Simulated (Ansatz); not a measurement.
# BaTiO3 (Pm-3m): G0W0 under other settings

A base run on BaTiO3 (Pm-3m), then changed inputs.

Program: Ansatz 0.2.0. Level of theory: G0W0 on PBE, plane waves, PAW. Results are calculated unless marked as measured.

## Step 1: Set-up

The structure is cubic, space group Pm-3m (No. 221). The conventional cell has a = 4.006 Å, b = 4.006 Å, c = 4.006 Å, α = 90.00°, β = 90.00°, γ = 90.00°. Nearest to Ba lie 12 O at 2.83 Å. Nearest to Ti lie 6 O at 2.00 Å. Nearest to O lie 2 Ti at 2.00 Å and 4 Ba at 2.83 Å. Farther neighbours and most contacts between anions are not listed.

The cell and positions come from the Crystallography Open Database and are kept as given unless a step says otherwise. Spin-orbit coupling is left out unless a step names it. The default PAW set here is soft_1. Its files were made with PBE.

## Step 2: The base run: 4×4×4 mesh, 83 empty bands, screening to 69 eV

Now the one-shot GW correction: screening in the RPA, then the self-energy of the levels asked for.

The input, input.yaml:

```yaml
crystal:
  lattice:
    - [4.006, 0.0, 0.0]
    - [0.0, 4.006, 0.0]
    - [0.0, 0.0, 4.006]
  atoms:
    - { symbol: Ba, position: [0.5, 0.5, 0.5] }
    - { symbol: Ti, position: [0.0, 0.0, 0.0] }
    - { symbol: O, position: [0.5, 0.0, 0.0] }
    - { symbol: O, position: [0.0, 0.5, 0.0] }
    - { symbol: O, position: [0.0, 0.0, 0.5] }
kpoints:
  mp_grid: { grid: [4, 4, 4] }
hamiltonian:
  xc: pbe
  pseudopotentials: { kind: paw, azcp: { folder: "./paw" } }
scf:
  occupations: { method: fixed }
gw:
  n_empty_bands: 83
  ecut_chi: 69
  qp_bands: [v2, c2]
  qp_kpoints: band_edges
  screening: { model: contour_deformation }
```

The run is started by

```bash
> ansatz run input.yaml --threads 3 --pin off --max-ram 92160MiB --backend cuda --events-out ev --progress --plain --runs-dir out --devices 1 --max-vram 13GiB
```

Numbers of over 12 decimals in the logs are rounded to 6 here.

Output:

```text
GPUs: using 1 of 1 available (devices: 1).
Engine: ansatz 0.2.0, x86_64-unknown-linux-gnu
Pseudopotentials: kind: paw
Pseudopotential: Ba, paw, valence charge 10, recommended cutoff 420 eV (normal), <dir>
Pseudopotential: Ti, paw, valence charge 12, recommended cutoff 420 eV (normal), <dir>
Pseudopotential: O, paw, valence charge 6, recommended cutoff 420 eV (normal), <dir>
Functional definition: PBE
  parameter kappa = 0.804
  parameter beta = 0.066725
  exchange = pbe_x(kappa = kappa, mu = beta*pi^2/3)
  correlation = pbe_c(beta = beta)
device memory: the entry about to start is reckoned to put 0.6 GiB on a device that reports 63.2 GiB free (of which the cap on the GPU budget leaves the run 13.0 GiB)
GPU FFT provider: cuFFT
GPU libraries: cuBLAS 13.8.2, cuFFT 12.4.0, cuSOLVER 12.3.4
Crystal: 5 atoms, lattice volume = 64.288 Å³
Basis set: ecut = 420 eV, 1237 PW (Γ)
Bands: 25, of which v1, the nominal top of the filled ones, is band 20 counted from 1 (19 counted from 0)
Symmetry: 48 space group operations
Space group: Pm-3m (ITA 221), of the structure as read, at distance tolerance 4.0e-5 Å
k-points: 10 of 64
Non-local potential: Ba, projectors of the file, l = 0: 3, l = 1: 2, l = 2: 2, l = 3: 2
Non-local potential: Ti, projectors of the file, l = 0: 3, l = 1: 2, l = 2: 3, l = 3: 1
Non-local potential: O, projectors of the file, l = 0: 2, l = 1: 2, l = 2: 1
PAW form: soft (Blöchl's): semilocal exchange-correlation on the pseudo side does not see the compensation charge
PAW one-centre angular grid: Ba, 194 points (default); XC on 64 Gauss nodes
PAW one-centre angular grid: Ti, 590 points (default); XC on 64 Gauss nodes
PAW one-centre angular grid: O, 110 points (default); XC on 64 Gauss nodes
Initial density: superposition of atomic densities (chi_scale 0.1, normalization cell, long waves kept (reshape's long-wave potential 0.00 eV rms))
Initial wavefunctions: pseudopotential atomic-orbital guess
GPU buffer pool allocated for 19683 grid points (all kernels)
GPU transforms: local potential and band sums: pruned to the plane-wave sphere, on 27×27×27
Functional: x = pbe(κ = 0.804, μ = 0.219515), c = pbe(β = 0.066725)
SCF iter   1: F=—  HF=-10160.049957 eV  |F-HF|=—  |Δ(HF+E_count)|=         —  Δρ=5.09e-2  dr2=2.06e0  ethr=3.10e-3  ⟨swp⟩=4.5  Hψ=957  notcnv=0  defer=17
preconditioner: auto → Resta (q_TF=auto, 2.521 Å⁻¹)  ε∞=5.8  [insulator: Δε(μ)=2.348 eV  Ē_g=11.561 eV  n_scr=18 (ndim 8)  ℏωp=25.4 eV  f_vac=0.000  ε∞_Penn≈5.8]
SCF iter   2: F=—  HF=-10159.753018 eV  |F-HF|=—  |Δ(HF+E_count)|=   2.97e-1  Δρ=2.44e-2  dr2=4.40e-1  ethr=3.10e-3  ⟨swp⟩=3.1  Hψ=526  notcnv=0  defer=11
SCF iter   3: F=—  HF=-10159.723390 eV  |F-HF|=—  |Δ(HF+E_count)|=   2.96e-2  Δρ=1.23e-2  dr2=1.18e-1  ethr=1.10e-3  ⟨swp⟩=2.0  Hψ=430  notcnv=0  defer=20
[...]
eigenvalues of the whole cell's RPA ε∞ on this k-mesh (on a slab, of 1 + 4πα/V) = 7.0904, 7.0904, 7.0904; static W/v taken at q = 0 is 0.141035
  bands read: the sum over 103 bands ends inside a degenerate multiplet in 1 slot, whose members it reads at an even weight; the widest, k=0: bands 103 to 104 (counted from 1) at 1/2 each
  gw.qp_kpoints: band_edges: 9 of 10 stored k-points solved, in 1 pass; an edge of the gap read off the rows below is read off those points alone
    valence top: of the k-points left out ik 6 came nearest to being solved in a further pass, in band 20 (counted from 1, as in the quasiparticle table): it holds the edge there only if its correction is more favourable than any solved in that band by at least 0.560 eV; those differ by 0.086 eV
    conduction bottom: of the k-points left out ik 6 came nearest to being solved in a further pass, in band 21 (counted from 1, as in the quasiparticle table): it holds the edge there only if its correction is more favourable than any solved in that band by at least 1.385 eV; those differ by 0.074 eV
  `?` marks the rows in doubt; gw_qp.tsv's column doubts and the gw_qp event give each row's grounds
    ik  band        ε_KS         Σx   Σc(E_QP)       V_xc       Z   E_QP_lin       E_QP  E_QP is
     0    19     10.1341   -26.0321     4.8139   -21.2782  0.7247    10.1940    10.1941  root
     0    20     10.1341   -26.0321     4.8139   -21.2782  0.7247    10.1940    10.1941  root
     0    21     12.0283   -12.6294    -6.1888   -20.2840  0.7310    13.5559    13.4942  root
     0    22     12.0283   -12.6294    -6.1888   -20.2840  0.7310    13.5559    13.4942  root
     1    19      9.8070   -25.6946     4.7597   -20.9726  0.7216     9.8447     9.8447  root
     1    20      9.8070   -25.6946     4.7597   -20.9726  0.7216     9.8447     9.8447  root
     1    21     12.0900   -12.7517    -6.2804   -20.5201  0.7284    13.6436    13.5779  root
     1    22     12.9724   -14.1585    -6.1311   -21.7815  0.7092    14.5404    14.4642  root
[...]
2    22     13.7397   -14.7923    -6.7026   -23.0285  0.6850    15.3765    15.2733  root ?
[...]
4    22     13.7484   -14.7581    -6.7652   -23.0608  0.6844    15.3902    15.2858  root ?
[...]
5    21     13.7583   -14.7451    -6.8125   -23.0977  0.6838    15.4041    15.2984  root ?
     5    22     13.7583   -14.7451    -6.8125   -23.0977  0.6838    15.4041    15.2984  root ?
[...]
7    22     13.9560   -14.2508    -7.0626   -22.8412  0.6828    15.5943    15.4837  root ?
     8    19      9.7354   -25.2357     5.0824   -20.1163  0.7103     9.6984     9.6984  root
     8    20     10.2132   -25.7866     5.1106   -20.7033  0.7140    10.2405    10.2405  root
     8    21     14.0599   -14.7032    -7.0589   -23.2981  0.6772    15.7108    15.5960  root ?
     8    22     14.0599   -14.7032    -7.0589   -23.2981  0.6772    15.7108    15.5960  root ?
     9    19     10.2372   -25.8486     5.1131   -20.7734  0.7141    10.2751    10.2751  root
     9    20     10.2372   -25.8486     5.1131   -20.7734  0.7141    10.2751    10.2751  root
     9    21     14.4133   -14.7030    -7.4632   -23.7019  0.6629    16.0714    15.9489  root ?
     9    22     14.4133   -14.7030    -7.4632   -23.7019  0.6629    16.0714    15.9489  root ?
[key lines of the parts left out:]
SCF converged after 8 iterations
Free energy (F): -10159.715939 eV
Fermi energy:    10.237247 eV
```

Elapsed: 17 s, on 1 × NVIDIA H100 80GB HBM3 (shared by 6 runs) with 3 threads of AMD EPYC 7R13 (Zen 3), shared host; peak memory 1 GiB.

This step gave:

| Property | Result |
| --- | --- |
| bands summed | 103 |
| RPA ε∞ on this mesh (eigenvalues) | 7.090, 7.090, 7.090 |
| plane waves in the screening matrix | 81 |
| q-points in the mesh | 64 |
| G0W0 gap on the mesh | 3.219 eV |
| k of the valence top | -0.5, -0.5, -0.5 |
| k of the conduction bottom | 0, 0, 0 |
| starting gap on the mesh | 1.791 eV |
| Z at the valence top | 0.7141 |
| Z at the conduction bottom | 0.7310 |
| least direct G0W0 gap on the computed points | 3.300 eV |

The gap on the mesh goes from 1.79 eV to 3.22 eV, a correction of +1.43 eV. Between the two edge states, bare exchange in place of the xc potential would open the gap by 12.73 eV, and correlation takes back 11.30 eV.

## Step 3: Variant: norm-conserving files, smooth pair densities

This step: G0W0 on PBE, plane waves, norm-conserving pseudopotentials.

input.yaml, the sections that differ from step 2:

```yaml
hamiltonian:
  xc: pbe
  pseudopotentials: { kind: nc }
gw:
  n_empty_bands: 104
  ecut_chi: 80
  qp_bands: [v2, c2]
  qp_kpoints: band_edges
  screening: { model: contour_deformation }
  pair_densities: pseudo
# crystal, kpoints, scf: as in step 2
```

Output:

```text
GPUs: using 1 of 1 available (devices: 1).
[...]
GPU FFT provider: cuFFT
GPU libraries: cuBLAS 13.8.2, cuFFT 12.4.0, cuSOLVER 12.3.4
Crystal: 5 atoms, lattice volume = 64.288 Å³
Basis set: ecut = 1240 eV, 6403 PW (Γ)
Bands: 25, of which v1, the nominal top of the filled ones, is band 20 counted from 1 (19 counted from 0)
[... 1 set-up line as in the run before ...]
[...]
k-points: 10 of 64
[...]
GPU buffer pool allocated for 110592 grid points (all kernels)
[...]
SCF iter   1: F=—  HF=-3781.150141 eV  |F-HF|=—  |Δ(HF+E_count)|=         —  Δρ=5.00e-2  dr2=1.94e0  ethr=3.10e-3  ⟨swp⟩=6.6  Hψ=1142  notcnv=0  defer=25
[...]
SCF iter   8: F=-3780.634697 eV  HF=-3780.634697 eV  |F-HF|=1.98e-8  |Δ(HF+E_count)|=   8.21e-7  Δρ=1.18e-5  dr2=7.57e-8  ethr=2.50e-10  ⟨swp⟩=17.3  Hψ=2157  notcnv=0
SCF 1 converged in 8 iterations: F = -3780.634697 eV  dr2 = 7.57e-8
[...]
NSCF: frozen V_eff on 10 k-points, pencils in batches of 32, up to order 100
[...]
NSCF: frozen V_eff on 10 k-points
G₀W₀ screening: q 1/10
[... further progress lines ...]
SCF converged after 8 iterations
Free energy (F): -3780.634697 eV
[...]
Internal energy: -3780.634697 eV  (E = F + TS)
E sigma→0 (E₀):  -3780.634697 eV
Fermi energy:    10.302197 eV
[...]
--- Band table (eV; the first three rows and the last of 10) ---
  k-point 0: bands = [... 16 lower, 9.1965, 10.1891, 10.1891, 10.1891, 12.0882, 12.0882, 12.0882, 14.2448, ... 1 higher]
  k-point 1: bands = [... 16 lower, 8.7907, 9.1075, 9.8622, 9.8622, 12.1506, 13.0357, 13.0357, 14.2475, ... 1 higher]
  k-point 2: bands = [... 16 lower, 8.4934, 8.4934, 9.6240, 9.6240, 12.2153, 13.8073, 13.8073, 14.2498, ... 1 higher]
  k-point 9: bands = [... 16 lower, 7.9596, 10.3022, 10.3022, 10.3022, 14.4849, 14.4849, 14.4849, 17.1291, ... 1 higher]
[...]
0    19     10.1891   -25.0587     4.7381   -20.3616  0.7232    10.2300    10.2301  root
     0    20     10.1891   -25.0587     4.7381   -20.3616  0.7232    10.2300    10.2301  root
     0    21     12.0882   -11.5753    -6.1710   -19.1151  0.7305    13.5079    13.4571  root
     0    22     12.0882   -11.5753    -6.1710   -19.1151  0.7305    13.5079    13.4571  root
     1    19      9.8622   -24.7963     4.6917   -20.1221  0.7203     9.8797     9.8797  root
     1    20      9.8622   -24.7963     4.6917   -20.1221  0.7203     9.8797     9.8797  root
     1    21     12.1506   -11.6812    -6.2605   -19.3356  0.7279    13.5990    13.5445  root
     1    22     13.0357   -13.0056    -6.1194   -20.5344  0.7085    14.5101    14.4451  root
[...]
8    19      9.7981   -24.3902     5.0126   -19.3241  0.7087     9.7445     9.7446  root
     8    20     10.2772   -25.0384     5.0411   -20.0204  0.7124    10.3003    10.3003  root
     8    21     14.1291   -13.3737    -7.0426   -21.8720  0.6761    15.6851    15.5847  root ?
     8    22     14.1291   -13.3737    -7.0426   -21.8720  0.6761    15.6851    15.5847  root ?
     9    19     10.3022   -25.0934     5.0430   -20.0851  0.7126    10.3369    10.3369  root
     9    20     10.3022   -25.0934     5.0430   -20.0851  0.7126    10.3369    10.3369  root
     9    21     14.4849   -13.3101    -7.4461   -22.2102  0.6616    16.0461    15.9390  root ?
     9    22     14.4849   -13.3101    -7.4461   -22.2102  0.6616    16.0461    15.9390  root ?
```

Run time: 19 s. Hardware: 1 × NVIDIA H100 80GB HBM3 (shared by 6 runs) with 3 threads; peak memory 1.2 GiB.

The G0W0 gap on the mesh is 3.120 eV.

Against the base:

```
              setting         base          variant
                files  default PAW  norm-conserving
          empty bands           83              104
screening cutoff (eV)           69               80
       pair densities            -           pseudo
```

```
                                    quantity  variant   base
                    starting gap on the mesh    1.786  1.791
                        G0W0 gap on the mesh    3.120  3.219
least direct G0W0 gap on the computed points    3.227  3.300
                        Z at the valence top    0.713  0.714
                  Z at the conduction bottom    0.731  0.731
```

## Step 4: Summary of results

```yaml
base: 3.22 eV, 17 s
norm_conserving_files_smooth_pair_densities: 3.12 eV, 19 s
```

**Reading.** Norm-conserving files, smooth pair densities: the gap moves by −0.10 eV (the plane-wave cutoff goes from 420 to 1240 eV). The variant differs from the base in files, empty bands, screening cutoff and pair densities together, so the change can't be laid to one of them. All runs here use a coarse mesh and modest cutoffs; they test settings and are not final values. The 4×4×4 mesh is coarse for this cell (its supercell is 16 Å along the shortest edge). The RPA ε∞ on it, from the PBE start, is 7.09; such meshes misread the long-range screening, most where the gap is narrow. This is the ideal cubic cell; many perovskites, halides above all, are cubic only on average, and local tilts or off-centring can widen the gap. The many-body steps are scalar-relativistic: spin-orbit coupling is not in them.

[Paths, hosts, dates, memory and timing lines, banners, echoed tables and standing remarks are left out of the program output.]

[Logs are printed without paths, hosts, clocks, repeated set-up lines and the standing remarks that a program may print on its own settings, such as how far it seeks lower states.]

[Runs of the session that timed out or met a known fault of the program may be left out.]

[Cells called generated may have been cut or substituted from an entry of the Crystallography Open Database or the Materials Project.]

[Hosts, paths, dates, database ids (printed as entryN), source tags and the programs' standing remarks are cut or masked in the printed files.]
